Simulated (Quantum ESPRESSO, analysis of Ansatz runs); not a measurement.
# A hop of O in In2O3 (R-3c), charge 0 (Quantum ESPRESSO)

Wanted: path and barrier of a jump of O in In2O3 (R-3c) at charge 0. The case: V_O hop (3.0 Å), in a cell of 80 host atoms with 1 O taken out.

Method: Quantum ESPRESSO plane-wave DFT, PBEsol, GBRV 1.5 PBEsol potentials; nudged elastic band between two relaxed defect structures, in Quantum ESPRESSO 7.5.

Report form: the programs' logs are mostly left out.

## Step 1: Starting point

The cell holds 79 atoms: 32 In and 47 O. Cell: a = 11.552 Å, b = 11.552 Å, c = 11.552 Å, α = 56.8°, β = 56.8°, γ = 56.8°. It derives from In2O3 (space group R-3c). Nearest the centre at fractional (0.500, 0.500, 0.750): O38 at 1.45 Å, In12 at 1.60 Å, In73 at 1.63 Å, O58 at 2.57 Å, O37 at 2.57 Å, O59 at 2.89 Å, O36 at 2.90 Å, In72 at 3.19 Å.

The cell's shortest repeat is 11.0 Å.

## Step 2: Relaxation of the start point, charge 0

The ends come first: from an unrelaxed start the top is counted from too high an energy, and the barrier comes out too low. Small random displacements break the symmetry of the ideal sites, so that the defect can distort if it gains by it.

The input, pw.in:

```
&CONTROL
  calculation = 'relax'
  prefix = 'pwscf'
  outdir = './tmp'
  pseudo_dir = './pseudo'
  tprnfor = .true.
  disk_io = 'low'
  nstep = 70
  forc_conv_thr = 0.00078
  etot_conv_thr = 0.0001
/
&SYSTEM
  ibrav = 0
  nat = 79
  ntyp = 2
  ecutwfc = 36
  ecutrho = 288
  nbnd = 353
  occupations = 'fixed'
  nosym = .true.
/
&ELECTRONS
  conv_thr = 8d-08
  electron_maxstep = 100
  mixing_beta = 0.5
/
&IONS
  ion_dynamics = 'bfgs'
/
ATOMIC_SPECIES
In   114.8180 in_pbesol_v1.4.uspp.F.UPF
O     15.9990 o_pbesol_v1.2.uspp.F.UPF
CELL_PARAMETERS angstrom
   5.4978745703    3.1741994431    9.6511633505
  -5.4978745703    3.1741994431    9.6511633505
   0.0000000000   -6.3483986861    9.6511633503
ATOMIC_POSITIONS crystal
In     0.3216695629    0.3216530078    0.3181794761
In     0.4258352123    0.4292859921    0.4290862919
In     0.1800340376    0.1798043797    0.1754872345
In     0.0705654166    0.0744689180    0.0698483624
O      0.0216919770    0.3730962419    0.2301147274
O      0.3745607087    0.2241792736    0.0253603287
O      0.2239185437    0.0234054801    0.3757316433
O      0.4752290977    0.1241846887    0.2762263175
[... 67 atom lines left out ...]
O      0.7261175707    0.5203146675    0.8769388826
O      0.9741145359    0.6261345098    0.7752009012
O      0.7716590084    0.9803152690    0.6241677010
O      0.6266268019    0.7703800249    0.9790492903
K_POINTS gamma
```

Started as:

```console
OMP_NUM_THREADS=1 mpirun -n 4 pw.x -in pw.in > pw.out
```

It took 16 min on 4 MPI ranks of Arm Neoverse V2, shared host; peak memory 1.9 GiB.

Step by step:

```
step  energy less that of the first step (eV)
   0                                   0.0000
   1                                  -0.4650
   2                                  -0.6991
   3                                  -0.8138
   4                                  -0.8722
   5                                  -0.9244
   6                                  -0.9453
   7                                  -0.9593
   8                                  -0.9691
   9                                  -0.9774
  10                                  -0.9837
  11                                  -0.9883
  12                                  -0.9913
  13                                  -0.9931
  14                                  -0.9942
  15                                  -0.9950
  16                                  -0.9954
```

The atoms that moved most (Å):

```
atom      dx      dy      dz  length
In53   0.144   0.020  -0.108   0.182
In73  -0.055   0.118   0.113   0.173
In12  -0.046  -0.111   0.106   0.160
  O6  -0.023   0.119  -0.010   0.122
In11  -0.031  -0.086  -0.079   0.121
 O59  -0.009   0.065  -0.085   0.107
 O20  -0.062  -0.083   0.001   0.104
 O37   0.086   0.051  -0.013   0.101
```

Neighbours of O38 at the end:

```
atom  distance (Å)
In12         2.110
In31         2.171
In73         2.207
In72         2.313
 O58         2.771
 O69         2.837
 O74         2.991
 O37         2.999
```

This step gave:

| Quantity | Value |
| --- | --- |
| highest filled level | 9.633 eV |
| lowest empty level | 11.69 eV |
| r.m.s. move of the farther half of the atoms | 0.02583 Å |
| largest move from the ideal geometry of this structure, a common shift of the far atoms taken out | 0.1601 Å |

The relaxation gained 0.995 eV and ended with a largest force component of 0.018 eV/Å.

## Step 3: Relaxation of the end point, charge 0

The end point is relaxed in the same cell and settings, so that the two energies compare. Atoms more than 3.2 Å from the middle of the hop start where the first relaxation left them, the nearer ones on or close to their ideal places, with small random displacements.

The input, pw.in:

```
&CONTROL
  calculation = 'relax'
  prefix = 'pwscf'
  outdir = './tmp'
  pseudo_dir = './pseudo'
  tprnfor = .true.
  disk_io = 'low'
  nstep = 70
  forc_conv_thr = 0.00078
  etot_conv_thr = 0.0001
/
&SYSTEM
  ibrav = 0
  nat = 79
  ntyp = 2
  ecutwfc = 36
  ecutrho = 288
  nbnd = 353
  occupations = 'fixed'
  nosym = .true.
/
&ELECTRONS
  conv_thr = 8d-08
  electron_maxstep = 100
  mixing_beta = 0.5
/
&IONS
  ion_dynamics = 'bfgs'
/
ATOMIC_SPECIES
In   114.8180 in_pbesol_v1.4.uspp.F.UPF
O     15.9990 o_pbesol_v1.2.uspp.F.UPF
CELL_PARAMETERS angstrom
   5.4978745703    3.1741994431    9.6511633505
  -5.4978745703    3.1741994431    9.6511633505
   0.0000000000   -6.3483986861    9.6511633503
ATOMIC_POSITIONS crystal
In     0.3197685489    0.3206921965    0.3253937094
In     0.4295686704    0.4307978700    0.4272888700
[... 3 atom lines left out ...]
O      0.3795352730    0.2310171755    0.0119668626
[... 4 atom lines left out ...]
In     0.3213675635    0.3201850921    0.8219662763
In     0.4287493000    0.4287554605    0.9297128150
[... 20 atom lines left out ...]
In     0.1807092777    0.6784614136    0.6783452078
[... 2 atom lines left out ...]
O      0.3757158540    0.7260017506    0.5229826381
O      0.2266701760    0.5238612095    0.8752329295
O      0.5232998307    0.3739566792    0.7271873836
[... 19 atom lines left out ...]
O      0.7729355149    0.4766166641    0.6260359313
O      0.6257348200    0.2730008211    0.9760027452
[... 9 atom lines left out ...]
O      0.6227437550    0.7807148342    0.4764480278
[... 2 atom lines left out ...]
In     0.6790540496    0.6795053747    0.6777584427
In     0.5702641518    0.5720730017    0.5713158323
[... 5 atom lines left out ...]
O      0.6246142756    0.7740727580    0.9750847682
K_POINTS gamma
```

Run time: 15 min. Hardware: 4 MPI ranks; peak memory 1.9 GiB.

Relaxation path:

```
step  energy less that of the first step (eV)
   0                                   0.0000
   1                                  -0.3397
   2                                  -0.5532
   3                                  -0.7112
   4                                  -0.7630
   5                                  -0.8026
   6                                  -0.8222
   7                                  -0.8340
   8                                  -0.8434
   9                                  -0.8510
  10                                  -0.8561
  11                                  -0.8597
  12                                  -0.8623
  13                                  -0.8638
  14                                  -0.8647
  15                                  -0.8653
```

The atoms that moved most (Å):

```
atom      dx      dy      dz  length
In53  -0.128  -0.020   0.090   0.158
In12   0.057  -0.110  -0.092   0.154
In31  -0.130  -0.018   0.080   0.153
In73   0.064   0.091  -0.093   0.145
In72   0.053   0.084   0.095   0.138
 O69   0.060  -0.113  -0.030   0.131
  O6   0.042  -0.108  -0.024   0.118
 O58  -0.087  -0.034  -0.022   0.096
```

Neighbours of O38 at the end:

```
atom  distance (Å)
In73         2.112
In53         2.169
In12         2.207
In11         2.310
 O37         2.769
  O6         2.835
 O18         2.989
 O58         3.002
```

Numbers from this step:

* highest filled level: 9.632 eV
* lowest empty level: 11.68 eV
* r.m.s. move of the farther half of the atoms: 0.02560 Å
* largest move from the ideal geometry of this structure, a common shift of the far atoms taken out: 0.1589 Å

The relaxation gained 0.865 eV and ended with a largest force component of 0.019 eV/Å. The end lies within 1 meV of the start.

## Step 4: Nudged elastic band, charge 0

3 movable images are laid between the ends by interpolation. Each image feels the true force across the path and a spring force along it. The highest image is set to climb to the top of the path.

This step: Quantum ESPRESSO plane-wave DFT, PBEsol, GBRV 1.5 PBEsol potentials; nudged elastic band between two relaxed defect structures.

The input, neb.in:

```
BEGIN
BEGIN_PATH_INPUT
&PATH
  restart_mode = 'from_scratch'
  string_method = 'neb'
  nstep_path = 45
  ds = 1.5
  opt_scheme = 'broyden'
  num_of_images = 5
  k_max = 0.3
  k_min = 0.2
  CI_scheme = 'auto'
  path_thr = 0.06
/
END_PATH_INPUT
BEGIN_ENGINE_INPUT
&CONTROL
  prefix = 'pwscf'
  outdir = './tmp'
  pseudo_dir = './pseudo'
  disk_io = 'low'
/
&SYSTEM
  ibrav = 0
  nat = 79
  ntyp = 2
  ecutwfc = 36
  ecutrho = 288
  nbnd = 353
  occupations = 'fixed'
  nosym = .true.
/
&ELECTRONS
  conv_thr = 8d-08
  electron_maxstep = 100
  mixing_beta = 0.5
/
ATOMIC_SPECIES
In   114.8180 in_pbesol_v1.4.uspp.F.UPF
O     15.9990 o_pbesol_v1.2.uspp.F.UPF
CELL_PARAMETERS angstrom
   5.4978745703    3.1741994431    9.6511633505
  -5.4978745703    3.1741994431    9.6511633505
   0.0000000000   -6.3483986861    9.6511633503
BEGIN_POSITIONS
FIRST_IMAGE
ATOMIC_POSITIONS crystal
In     0.3194626902    0.3212974225    0.3259879371
In     0.4289216741    0.4302206808    0.4284698541
In     0.1788283191    0.1790696749    0.1797590698
In     0.0689182512    0.0715404344    0.0723670658
O      0.0226822368    0.3755544263    0.2265019687
O      0.3783549221    0.2322254374    0.0124823589
O      0.2267250922    0.0235465231    0.3749407435
O      0.4748652256    0.1297654566    0.2688574988
O      0.2666037793    0.4767272245    0.1324352138
O      0.1235888072    0.2729671293    0.4784624609
In     0.3079954671    0.3180175124    0.8277950385
In     0.4215567502    0.4327943042    0.9414188610
In     0.1770346288    0.1787274262    0.6805777515
In     0.0711638777    0.0709121619    0.5720290999
O      0.0218844133    0.3760974815    0.7269158043
O      0.3736127187    0.2278642540    0.5256173939
O      0.2271243260    0.0246996220    0.8755666712
O      0.4781340846    0.1302263593    0.7724527820
O      0.2794326215    0.4754845230    0.6265381406
O      0.1169900048    0.2741224621    0.9827758419
In     0.3204178962    0.8225922001    0.3197588426
In     0.4265630957    0.9349113502    0.4256370425
In     0.1770968919    0.6793859992    0.1803508131
In     0.0695730068    0.5719614198    0.0705143047
O      0.0224160383    0.8754876720    0.2269106910
O      0.3738769827    0.7260942535    0.0221618745
O      0.2267935443    0.5238677041    0.3764422329
O      0.4757898228    0.6263588387    0.2727081162
O      0.2735066986    0.9801288369    0.1230836269
O      0.1257569437    0.7719946698    0.4776586637
In     0.3208314154    0.8216174994    0.8206025933
In     0.4285973429    0.9293357479    0.9285233703
In     0.1804375534    0.6795546929    0.6780587188
In     0.0713899178    0.5713678892    0.5719605229
O      0.0228028319    0.8744619977    0.7269273978
O      0.3761928502    0.7270939312    0.5222073671
O      0.2369116668    0.5185867811    0.8710066939
O      0.4769671330    0.6204944495    0.7713241876
O      0.2732693902    0.9773018614    0.6248587321
O      0.1263193588    0.7707287765    0.9758538654
In     0.8213877245    0.3217335402    0.3198306083
In     0.9296741594    0.4291961725    0.4279653158
In     0.6774758884    0.1795931551    0.1779918433
In     0.5713846191    0.0714062356    0.0689349030
O      0.5224802793    0.3747891480    0.2275853273
O      0.8729561654    0.2271096475    0.0226463649
O      0.7266624760    0.0249969502    0.3741083932
O      0.9767002608    0.1241891161    0.2749977368
O      0.7708745628    0.4779818951    0.1257814325
O      0.6237603990    0.2756104839    0.4814605777
In     0.8210292127    0.3208157169    0.8203297254
In     0.9235322346    0.4296467346    0.9299374364
In     0.6877875019    0.1647884803    0.6748147971
In     0.5695722967    0.0706986931    0.5695083930
O      0.8736346212    0.2272244561    0.5240471592
O      0.7271683986    0.0237914648    0.8732302037
O      0.9767067736    0.1245012306    0.7736283270
O      0.7681068502    0.4754988409    0.6255360819
O      0.6230023268    0.2754272329    0.9697598420
In     0.8209715305    0.8232631121    0.3196561918
In     0.9298453317    0.9275956944    0.4283901820
In     0.6773618715    0.6799722731    0.1782033942
In     0.5688504138    0.5721513112    0.0723388258
O      0.5226367713    0.8763276188    0.2265945481
O      0.8744684849    0.7274025086    0.0227746278
O      0.7253903185    0.5238799434    0.3757288874
O      0.9744141369    0.6266868004    0.2728711796
O      0.7716348465    0.9788388743    0.1238019177
O      0.6224755448    0.7801975375    0.4774773181
In     0.8235729001    0.8161258750    0.8229264283
In     0.9296372432    0.9283442586    0.9290611449
In     0.6799109399    0.6801776468    0.6799064380
In     0.5746130396    0.5861635349    0.5615878472
O      0.5212203595    0.8754635325    0.7281230358
O      0.8752894648    0.7259443761    0.5228026363
O      0.7238336108    0.5229405546    0.8758458336
O      0.9803916427    0.6212985121    0.7745472367
O      0.7720563096    0.9708736704    0.6267803817
O      0.6244131346    0.7737979291    0.9760744607
INTERMEDIATE_IMAGE
ATOMIC_POSITIONS crystal
In     0.3198572956    0.3211099891    0.3250686868
In     0.4290726588    0.4297524275    0.4284029735
[... 77 atom lines left out ...]
INTERMEDIATE_IMAGE
ATOMIC_POSITIONS crystal
In     0.3202243979    0.3209484452    0.3242063573
In     0.4292125894    0.4293251765    0.4283394908
[... 77 atom lines left out ...]
INTERMEDIATE_IMAGE
ATOMIC_POSITIONS crystal
In     0.3206050912    0.3207987579    0.3232990195
In     0.4293534363    0.4288995693    0.4282794634
[... 77 atom lines left out ...]
LAST_IMAGE
ATOMIC_POSITIONS crystal
In     0.3210170275    0.3206312309    0.3223143126
In     0.4295119190    0.4284329450    0.4282378854
[... 3 atom lines left out ...]
O      0.3759997511    0.2206839723    0.0231729549
[... 4 atom lines left out ...]
In     0.3186422112    0.3205103911    0.8207195507
In     0.4241421868    0.4145635797    0.9388601645
[... 20 atom lines left out ...]
In     0.1774325826    0.6799137534    0.6801764242
[... 2 atom lines left out ...]
O      0.3756200226    0.7253284818    0.5307296855
O      0.2306980825    0.5252796520    0.8749198662
O      0.5214658711    0.3799104938    0.7293440970
[... 19 atom lines left out ...]
O      0.7616483061    0.4819381217    0.6295910098
O      0.6225071740    0.2732936025    0.9783524243
[... 9 atom lines left out ...]
O      0.6203659558    0.7682728962    0.4879960746
[... 2 atom lines left out ...]
In     0.6907061257    0.6823802613    0.6729049068
In     0.5768137120    0.5678122158    0.5592430446
[... 5 atom lines left out ...]
O      0.6249119696    0.7724980939    0.9750947277
END_POSITIONS
K_POINTS gamma
END_ENGINE_INPUT
END
```

Started as:

```console
OMP_NUM_THREADS=1 mpirun -n 4 neb.x -ni 2 -inp neb.in > neb.out
```

Elapsed: 67 min, on 4 MPI ranks; peak memory 3.3 GiB.

Images along the path:

```
image  path (Å)  energy (eV)        O38: x, y, z (Å)
    0     0.000       0.0000  -0.789, -1.413, 18.036
    1     0.877       0.9977  -0.416, -1.500, 17.430
    2     1.596       1.7414  -0.006, -1.590, 16.888
    3     2.318       0.9951   0.406, -1.681, 16.345
    4     3.197       0.0001   0.778, -1.769, 15.738
```

Read from the output:

| Item | Value |
| --- | --- |
| barrier forward | 1.741 eV |
| barrier backward | 1.741 eV |
| end less start | 9.22e-5 eV |
| hop length | 2.804 Å |

The band met its tolerance of 0.06 eV/Å after 13 iterations, with image 2 on top (the start counts as 0). O38, which moves farthest between the ends, has 4 In at 2.11 to 2.31 Å nearest at the start and 2 In at 1.94 Å at the top.

## Step 5: Outcome

```
barrier forward                         : 1.74 eV
barrier backward                        : 1.74 eV
end less start                          : 0.00 eV
hop length                              : 2.80 Å
band iterations, as the log counts them : 13
```

The top of the band lies 1.74 eV above the start and 1.74 eV above the end, which are alike in energy and neighbours. With an assumed prefactor of 1e13 per second it gives one hop a second along this one path at about 680 K; whether such hops link up through the crystal wasn't checked. At the top O38 stands 1.94 Å from its nearest In, 0.17 Å closer than at the start. The order of the top as a saddle was not checked for all atoms, so a bent path could be lower. What this leaves open: sampling at the zone centre alone can move energies of charged and open-shell states by tenths of an eV or more in cells of this size; spin–orbit coupling, which can matter with heavy atoms, is left out. The cutoff of 36 Ry is under the 40 Ry advised for these potentials.

[Logs are printed without paths, hosts, clocks, repeated set-up lines and the standing remarks that a program may print on its own settings, such as how far it seeks lower states.]

[Hosts, paths, dates, database ids (printed as entryN), source tags and the programs' standing remarks are cut or masked in the printed files.]
